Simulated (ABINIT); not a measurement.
# HgTe (Coloradoite) (F-43m) in ABINIT: notebook

The runs below take HgTe (Coloradoite) through single point, relaxation of cell and atoms, with PBE, LDA.

Everything below comes from runs of ABINIT 10.8.3 (patched build). Logs are shortened: lines on timing, memory, paths and dates and some standing lists are left out, and cuts for length are marked. The log counts tension as positive stress, the text compression.

### Step 1. Starting point

Symmetry: F-43m, No. 216, cubic system. The conventional cell has a = 6.429 Å, b = 6.429 Å, c = 6.429 Å, α = 90.00°, β = 90.00°, γ = 90.00°. Hg (site symmetry -43m) has 4 Te at 2.78 Å as nearest neighbours. Te (site symmetry -43m) has 4 Hg at 2.78 Å as nearest neighbours.

### Step 2. Single point, PBE

File run.abi:

```
# Pseudopotentials
pp_dirpath "./"
pseudos "Hg.upf, Te.upf"

# Structure
acell 4.5459894962 4.5459894962 4.5459894962 Angstrom
rprim
     0.0000000000     0.7071067812     0.7071067812
     0.7071067812     0.0000000000     0.7071067812
     0.7071067812     0.7071067812     0.0000000000
ntypat 2
znucl 80 52
natom 2
typat 1 2
xred
     0.0000000000     0.0000000000     0.0000000000
     0.7500000000     0.7500000000     0.7500000000

# Plane-wave basis
ecut 35.0

# k points
kptopt 1
ngkpt 5 5 5
nshiftk 1
shiftk 0.0 0.0 0.0

# Exchange and correlation
ixc 11

# Bands and occupations
nband 22
occopt 3
tsmear 0.05 eV

# SCF cycle
nstep 100
tolvrs 1.0e-10

# Output
iomode 3
prtwf 0
prtden 0
prteig 0
prtebands 0
enunit 2
```

Potentials or basis: PseudoDojo NC SR PBE v0.4.1 standard.

Command:

```sh
$ abinit run.abi > log 2>&1
```

run.abo:

```text
.Version 10.8.3 of ABINIT
 Symmetries : space group F-4 3 m (#216); Bravais cF (face-center cubic)
================================================================================
 Values of the parameters that define the memory need of the present run
     intxc =       0    ionmov =       0      iscf =       7    lmnmax =       7
     lnmax =       7     mgfft =      48  mpssoang =       4    mqgrid =    3001
     natom =       2  nloc_mem =       1    nspden =       1   nspinor =       1
    nsppol =       1      nsym =      24    n1xccc =    2501    ntypat =       2
    occopt =       3   xclevel =       2
       mpw =        4461          nfft =      110592          nkpt =          10
================================================================================
================================================================================

--------------------------------------------------------------------------------
------------- Echo of variables that govern the present computation ------------
--------------------------------------------------------------------------------
 -outvars: echo values of preprocessed input variables --------
            acell      8.5906751191E+00  8.5906751191E+00  8.5906751191E+00 Bohr
              amu      2.00590000E+02  1.27600000E+02
             ecut      3.50000000E+01 Hartree
           enunit           2
              ixc          11
         kptrlatt        5    0    0      0    5    0      0    0    5
          kptrlen      4.29533756E+01
            natom           2
            nband          22
            ngfft          48      48      48
             nkpt          10
            nstep         100
             nsym          24
           ntypat           2
           occopt           3
           prtden           0
        prtebands           0
           prteig           0
            prtwf           0
            rprim      0.0000000000E+00  7.0710678120E-01  7.0710678120E-01
                       7.0710678120E-01  0.0000000000E+00  7.0710678120E-01
                       7.0710678120E-01  7.0710678120E-01  0.0000000000E+00
          spgroup         216
           tolvrs      1.00000000E-10
           tsmear      1.83746611E-03 Hartree
            typat      1  2
           xangst      0.0000000000E+00  0.0000000000E+00  0.0000000000E+00
                       4.8217500000E+00  4.8217500000E+00  4.8217500000E+00
            xcart      0.0000000000E+00  0.0000000000E+00  0.0000000000E+00
                       9.1117869477E+00  9.1117869477E+00  9.1117869477E+00
             xred      0.0000000000E+00  0.0000000000E+00  0.0000000000E+00
                       7.5000000000E-01  7.5000000000E-01  7.5000000000E-01
            znucl       80.00000   52.00000

================================================================================

 chkinp: Checking input parameters for consistency.
[... 106 lines left out ...]
       0.750000000000      0.750000000000      0.750000000000
 rms dE/dt=  1.9040E-28; max dE/dt=  2.6926E-28; dE/dt below (all hartree)
    1       0.000000000000      0.000000000000     -0.000000000000
    2       0.000000000000      0.000000000000      0.000000000000

 cartesian coordinates (angstrom) at end:
    1      0.00000000000000     0.00000000000000     0.00000000000000
    2      4.82175000004049     4.82175000004049     4.82175000004049

 cartesian forces (hartree/bohr) at end:
    1      0.00000000000000     0.00000000000000    -0.00000000000000
    2     -0.00000000000000    -0.00000000000000     0.00000000000000
 frms,max,avg= 2.1219862E-29 3.3245135E-29   0.000E+00  0.000E+00  0.000E+00 h/b

 cartesian forces (eV/Angstrom) at end:
    1      0.00000000000000     0.00000000000000    -0.00000000000000
    2     -0.00000000000000    -0.00000000000000     0.00000000000000
 frms,max,avg= 1.0911692E-27 1.7095336E-27   0.000E+00  0.000E+00  0.000E+00 e/A
 length scales=  8.590675119071  8.590675119071  8.590675119071 bohr
              =  4.545989496200  4.545989496200  4.545989496200 angstroms
 Fermi (or HOMO) energy (hartree) =   0.18772   Average Vxc (hartree)=  -0.34370
 Eigenvalues (hartree) for nkpt=  10  k points:
 kpt#   1, nband= 22, wtk=  0.00800, kpt=  0.0000  0.0000  0.0000 (reduced coord)
  -4.04627   -2.14748   -2.14748   -2.14748   -1.16645   -1.16645   -1.16645   -1.16615
  -1.16615   -0.25837   -0.08704   -0.08704   -0.08704   -0.06686   -0.06686    0.16106
   0.18644    0.18644    0.18644    0.34149    0.34149    0.34149
      occupation numbers for kpt#   1
   2.00000    2.00000    2.00000    2.00000    2.00000    2.00000    2.00000    2.00000
   2.00000    2.00000    2.00000    2.00000    2.00000    2.00000    2.00000    2.00000
   1.33501    1.33501    1.33501    0.00000    0.00000    0.00000
 prteigrs : prtvol=0 or 1, do not print more k-points.

 Fermi (or HOMO) energy (eV) =   5.10820   Average Vxc (eV)=  -9.35246
 Eigenvalues (   eV  ) for nkpt=  10  k points:
 kpt#   1, nband= 22, wtk=  0.00800, kpt=  0.0000  0.0000  0.0000 (reduced coord)
-110.10449  -58.43584  -58.43584  -58.43584  -31.74075  -31.74075  -31.74075  -31.73264
 -31.73264   -7.03051   -2.36838   -2.36838   -2.36838   -1.81939   -1.81939    4.38269
   5.07336    5.07336    5.07336    9.29251    9.29251    9.29251
 prteigrs : prtvol=0 or 1, do not print more k-points.

--- !EnergyTerms
iteration_state     : {dtset: 1, }
comment             : Components of total free energy in Hartree
kinetic             :  1.04639852882844E+02
hartree             :  8.17492791256983E+01
xc                  : -5.22614643813285E+01
Ewald energy        : -1.44904694394332E+02
psp_core            :  5.39646723700777E+00
local_psp           : -2.42783120134777E+02
non_local_psp       : -2.33226731365318E+01
internal            : -2.71486352801419E+02
'-kT*entropy'       : -5.68153163109109E-05
total_energy        : -2.71486409616736E+02
total_energy_eV     : -7.38752155261560E+03
band_energy         : -3.33207865369832E+01
...

 Cartesian components of stress tensor (hartree/bohr^3)
  sigma(1 1)= -1.58229722E-04  sigma(3 2)=  0.00000000E+00
  sigma(2 2)= -1.58229722E-04  sigma(3 1)=  0.00000000E+00
  sigma(3 3)= -1.58229722E-04  sigma(2 1)=  0.00000000E+00

-Cartesian components of stress tensor (GPa)         [Pressure=  4.6553E+00 GPa]
- sigma(1 1)= -4.65527913E+00  sigma(3 2)=  0.00000000E+00
- sigma(2 2)= -4.65527913E+00  sigma(3 1)=  0.00000000E+00
- sigma(3 3)= -4.65527913E+00  sigma(2 1)=  0.00000000E+00

== END DATASET(S) ==============================================================
================================================================================

 -outvars: echo values of variables after computation  --------
            acell      8.5906751191E+00  8.5906751191E+00  8.5906751191E+00 Bohr
           etotal     -2.7148640962E+02
            fcart      1.1081711683E-29  1.1081711683E-29 -3.3245135048E-29
                      -1.1081711683E-29 -1.1081711683E-29  3.3245135048E-29
            rprim      0.0000000000E+00  7.0710678120E-01  7.0710678120E-01
                       7.0710678120E-01  0.0000000000E+00  7.0710678120E-01
                       7.0710678120E-01  7.0710678120E-01  0.0000000000E+00
           strten     -1.5822972168E-04 -1.5822972168E-04 -1.5822972168E-04
                       0.0000000000E+00  0.0000000000E+00  0.0000000000E+00
           xangst      0.0000000000E+00  0.0000000000E+00  0.0000000000E+00
                       4.8217500000E+00  4.8217500000E+00  4.8217500000E+00
             xred      0.0000000000E+00  0.0000000000E+00  0.0000000000E+00
                       7.5000000000E-01  7.5000000000E-01  7.5000000000E-01
 Calculation completed.
```

Run time: 1.7 min. Hardware: 1 thread of Intel Xeon at 2.50GHz (Skylake/Cascade Lake), shared host; peak memory 0.1 GiB.

Results:

```yaml
Free_energy: -7387.5216 eV
Pressure: 4.7 GPa
Band_gap_on_the_k_mesh: none (metal or under the smearing width)
Valence_electrons_inside_the_program's_atomic_spheres: Hg 16.51; Te 11.94
```

### Step 3. Relaxation of cell and atoms, LDA

File run.abi:

```
pp_dirpath "./"
pseudos "Hg.LDA_PW-JTH.xml, Te.LDA_PW-JTH.xml"

acell 4.5459894962 4.5459894962 4.5459894962 Angstrom
rprim
     0.0000000000     0.7071067812     0.7071067812
     0.7071067812     0.0000000000     0.7071067812
     0.7071067812     0.7071067812     0.0000000000
ntypat 2
znucl 80 52
natom 2
typat 1 2
chkprim 0
chksymtnons 0
tolsym 1.0e-6
xred
            0.0            0.0            0.0
            3/4            3/4            3/4

ecut 19.0
pawecutdg 38.0
ecutsm 0.5

kptopt 1
ngkpt 5 5 5
nshiftk 1
shiftk 0.0 0.0 0.0

ixc 7

nband 13
occopt 3
tsmear 0.05 eV

nstep 80
tolvrs 1.0e-10

iomode 3
prteig 0
prtebands 0
prtwf 0
prtden 0

ionmov 2
optcell 2
ntime 50
tolmxf 2.0e-5
dilatmx 1.08
```

Potentials or basis: JTH PAW LDA v2.0.

Command:

```sh
$ mpirun --bind-to none -np 4 abinit run.abi > log 2>&1
```

Run time: 18 s. Hardware: 4 MPI ranks of Arm Neoverse V2, shared host; peak memory 0.44 GiB.

It converged, with:

| Quantity | Value |
| --- | --- |
| Free energy | -1383.0537 eV |
| Relaxed volume | 33.63 Å³/atom |
| Relaxed cell | a = 4.565 Å, b = 4.565 Å, c = 4.565 Å, α = 60.00°, β = 60.00°, γ = 60.00° |
| Space group after relaxing (to 0.05 Å) | F-43m (No. 216) |
| Energy gained by relaxing | 0.8 meV/atom |
| Ionic steps | 4 |
| Pressure after relaxing | 0.0 GPa |
| Band gap on the k mesh | none (metal or under the smearing width) |

Step by step:
| step | energy change (eV) | largest force (eV/Å) | pressure (GPa) | volume (Å³) |
| --- | --- | --- | --- | --- |
| 1 | 0.0000 | 0.0000 | 0.60 | 66.43 |
| 2 | -0.0004 | 0.0000 | 0.51 | 66.55 |
| 3 | -0.0015 | 0.0000 | 0.01 | 67.24 |
| 4 | -0.0015 | 0.0000 | 0.00 | 67.26 |

Final structure:
```cif
data_structure
_symmetry_space_group_name_H-M 'P 1'
_symmetry_Int_Tables_number 1
_cell_length_a 4.5647
_cell_length_b 4.5647
_cell_length_c 4.5647
_cell_angle_alpha 60.000
_cell_angle_beta 60.000
_cell_angle_gamma 60.000
_cell_volume 67.26
loop_
_atom_site_label
_atom_site_type_symbol
_atom_site_fract_x
_atom_site_fract_y
_atom_site_fract_z
_atom_site_occupancy
Hg1 Hg 0.00000 0.00000 0.00000 1
Te1 Te 0.75000 0.75000 0.75000 1
```

Spin-orbit coupling is left out, which matters for the levels of Hg, Te.

### Step 4. Single point, LDA (cell relaxed)

File run.abi:

```
# Pseudopotentials
pp_dirpath "./"
pseudos "Hg.LDA_PW-JTH.xml, Te.LDA_PW-JTH.xml"

# Structure
acell 3*1.0 Angstrom
rprim
     0.0000000000     3.2277432700     3.2277432700
     3.2277432700     0.0000000000     3.2277432700
     3.2277432700     3.2277432700     0.0000000000
ntypat 2
znucl 80 52
natom 2
typat 1 2
xred
     0.0000000000     0.0000000000     0.0000000000
     0.7500000000     0.7500000000     0.7500000000
chkprim 0
chksymtnons 0
tolsym 1.0e-6

# Plane-wave basis
ecut 19.0
pawecutdg 38.0

# k points
kptopt 1
ngkpt 5 5 5
nshiftk 1
shiftk 0.0 0.0 0.0

# Exchange and correlation
ixc 7

# Bands and occupations
nband 13
occopt 3
tsmear 0.00183747

# SCF cycle
nstep 100
tolvrs 1.0e-9

# Output
iomode 3
prtwf 0
prtden 0
prteig 0
prtebands 0
enunit 2
prtvol 2
```

Potentials or basis: JTH PAW LDA v2.0.

Command:

```sh
$ mpirun --bind-to none -np 4 abinit run.abi > log 2>&1
```

run.abo:

```text
.Version 10.8.3 of ABINIT
 Symmetries : space group F-4 3 m (#216); Bravais cF (face-center cubic)
================================================================================
 Values of the parameters that define the memory need of the present run
     intxc =       0    ionmov =       0      iscf =      17    lmnmax =      18
     lnmax =       6     mgfft =      36  mpssoang =       3    mqgrid =    3001
     natom =       2  nloc_mem =       2    nspden =       1   nspinor =       1
    nsppol =       1      nsym =      24    n1xccc =       1    ntypat =       2
    occopt =       3   xclevel =       1
       mpw =        1808          nfft =       46656          nkpt =          10
Pmy_natom=         1
 PAW method is used; the additional fine FFT grid is defined by:
   mgfftf=        48    nfftf =    110592
================================================================================
================================================================================

--------------------------------------------------------------------------------
[... 374 lines left out ...]
- sigma(2 2)=  6.00516858E-02  sigma(3 1)=  0.00000000E+00
- sigma(3 3)=  6.00516858E-02  sigma(2 1)=  0.00000000E+00

== END DATASET(S) ==============================================================
================================================================================

 -outvars: echo values of variables after computation  --------
            acell      1.8897261259E+00  1.8897261259E+00  1.8897261259E+00 Bohr
           etotal     -5.0826298688E+01
            fcart     -6.8976524820E-31  8.6220656026E-32  3.4488262410E-31
                       6.8976524820E-31 -8.6220656026E-32 -3.4488262410E-31
            rprim      0.0000000000E+00  3.2277432700E+00  3.2277432700E+00
                       3.2277432700E+00  0.0000000000E+00  3.2277432700E+00
                       3.2277432700E+00  3.2277432700E+00  0.0000000000E+00
           strten      2.0411153121E-06  2.0411153121E-06  2.0411153121E-06
                       0.0000000000E+00  0.0000000000E+00  0.0000000000E+00
           xangst      0.0000000000E+00  0.0000000000E+00  0.0000000000E+00
                       4.8416149050E+00  4.8416149050E+00  4.8416149050E+00
             xred      0.0000000000E+00  0.0000000000E+00  0.0000000000E+00
                       7.5000000000E-01  7.5000000000E-01  7.5000000000E-01
 Calculation completed.
```

Run time: 5.1 s. Hardware: 4 MPI ranks of Arm Neoverse V2, shared host; peak memory 0.36 GiB.

Results:

| Item | Value |
| --- | --- |
| Free energy | -1383.0540 eV |
| Pressure | -0.1 GPa |
| Band gap on the k mesh | none (metal or under the smearing width) |
| Valence electrons inside the program's atomic spheres | Hg 9.99; Te 3.15 |

Spin-orbit coupling is left out, which matters for the levels of Hg, Te.

### Step 5. Single point, PBE

File run.abi:

```
# Pseudopotentials
pp_dirpath "./"
pseudos "Hg.upf, Te.upf"

# Structure
acell 8.5906751133 8.5906751133 8.5906751133
rprim
     0.0000000000     0.7071067812     0.7071067812
     0.7071067812     0.0000000000     0.7071067812
     0.7071067812     0.7071067812     0.0000000000
ntypat 2
znucl 80 52
natom 2
typat 1 2
xred
     0.0000000000     0.0000000000     0.0000000000
     0.7500000000     0.7500000000     0.7500000000

# Plane-wave basis
ecut 35.0

# k points
kptopt 1
ngkpt 5 5 5
nshiftk 1
shiftk 0.0 0.0 0.0

# Exchange and correlation
ixc 11

# Bands and occupations
nband 22
occopt 3
tsmear 0.05 eV

# SCF cycle
nstep 100
tolvrs 1.0e-10

# Output
iomode 3
prtwf 0
prteig 0
prtebands 0
enunit 2
prtden 1
prtvha 1
prtvclmb 1
prtpot 1
prtelf 1
```

Potentials or basis: PseudoDojo NC SR PBE v0.4.1 standard.

Command:

```sh
$ mpirun --bind-to none -np 4 abinit run.abi > log 2>&1
```

run.abo:

```text
.Version 10.8.3 of ABINIT
 Symmetries : space group F-4 3 m (#216); Bravais cF (face-center cubic)
================================================================================
 Values of the parameters that define the memory need of the present run
     intxc =       0    ionmov =       0      iscf =       7    lmnmax =       7
     lnmax =       7     mgfft =      48  mpssoang =       4    mqgrid =    3001
     natom =       2  nloc_mem =       1    nspden =       1   nspinor =       1
    nsppol =       1      nsym =      24    n1xccc =    2501    ntypat =       2
    occopt =       3   xclevel =       2
       mpw =        4461          nfft =      110592          nkpt =          10
================================================================================
================================================================================

--------------------------------------------------------------------------------
------------- Echo of variables that govern the present computation ------------
[... 227 lines left out ...]
- sigma(3 3)= -4.65527926E+00  sigma(2 1)=  0.00000000E+00

== END DATASET(S) ==============================================================
================================================================================

 -outvars: echo values of variables after computation  --------
            acell      8.5906751133E+00  8.5906751133E+00  8.5906751133E+00 Bohr
           etotal     -2.7148640962E+02
            fcart      2.5972761774E-31  4.3287936290E-31 -1.1254863435E-30
                      -2.5972761774E-31 -4.3287936290E-31  1.1254863435E-30
            rprim      0.0000000000E+00  7.0710678120E-01  7.0710678120E-01
                       7.0710678120E-01  0.0000000000E+00  7.0710678120E-01
                       7.0710678120E-01  7.0710678120E-01  0.0000000000E+00
           strten     -1.5822972577E-04 -1.5822972577E-04 -1.5822972577E-04
                       0.0000000000E+00  0.0000000000E+00  0.0000000000E+00
           xangst      0.0000000000E+00  0.0000000000E+00  0.0000000000E+00
                       4.8217499968E+00  4.8217499968E+00  4.8217499968E+00
             xred      0.0000000000E+00  0.0000000000E+00  0.0000000000E+00
                       7.5000000000E-01  7.5000000000E-01  7.5000000000E-01
 Calculation completed.
```

Wall time 13 s (4 MPI ranks of Arm Neoverse V2, shared host); peak memory 0.36 GiB.

Results:

- Free energy: -7387.5216 eV
- Pressure: 4.7 GPa
- Band gap on the k mesh: none (metal or under the smearing width)
- Valence electrons inside the program's atomic spheres: Hg 16.51; Te 11.94

(Continued in part 2 of 2.)
